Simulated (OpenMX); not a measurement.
## Bi under changes of volume

One of the cells (35.070 Å³/atom); the others are scaled copies at fixed shape and fractional positions:

```
Bi
1.0
     2.26750    1.30914    3.93800
    -2.26750    1.30914    3.93800
     0.00000   -2.61828    3.93800
Bi
2
Cartesian
  0.0000 0.0000 9.0495
  0.0000 0.0000 2.7645
```

| Item | Value |
| --- | --- |
| Program | OpenMX 3.8.5 |
| Functional | PBE |
| Potentials or basis | OpenMX 2013 PBE set, Bi8.0-s3p2d2f1, fixed grid of 50 × 50 × 50 points |
| k mesh | 7 × 7 × 7 |
| Occupations | fermi-dirac, width 0.05 eV |
| Spin | no spin polarisation |

```csv
volume (Å³/atom),energy over the lowest point (meV/atom),gap on the mesh (eV),largest force (eV/Å)
32.965,92.79,0.32,0.704
33.667,63.93,0.31,0.588
34.368,41.20,0.30,0.466
35.070,23.94,0.29,0.365
35.771,?,?,?
36.472,3.79,0.27,0.170
37.174,0.00,0.26,0.078
```

**Question.** What does the run at 35.771 Å³/atom give?

**Answer.** Energy over the lowest point 11.64 meV/atom; gap on the mesh 0.28 eV; largest force 0.260 eV/Å.

Worked out: A Birch-Murnaghan fit of order 3 (a polynomial in V^(-2/3)) to the other rows has its minimum at 37.55 Å³/atom, just outside them, with B0 = V·E''(V) = 42 GPa and B' = 4.4 at fixed shape and positions, which overstates the stiffness. It gives 11.63 meV/atom at 35.771 Å³/atom, against the run's 11.64. A straight line through the other rows of the gap, of slope -0.5 eV per unit of ln V, gives 0.28 eV, against the run's 0.28.

Energies are extrapolated to zero smearing.

Caveats: the basis has few d functions beyond the semicore shells, which can make volumes several per cent too large; spin-orbit coupling is left out, which as a rule narrows the gap of such compounds by several tenths of an eV; an odd mesh through Γ misses points on the zone boundary, where band edges often lie; the basis of atomic orbitals isn't converged, which shifts pressures, moduli and gaps.
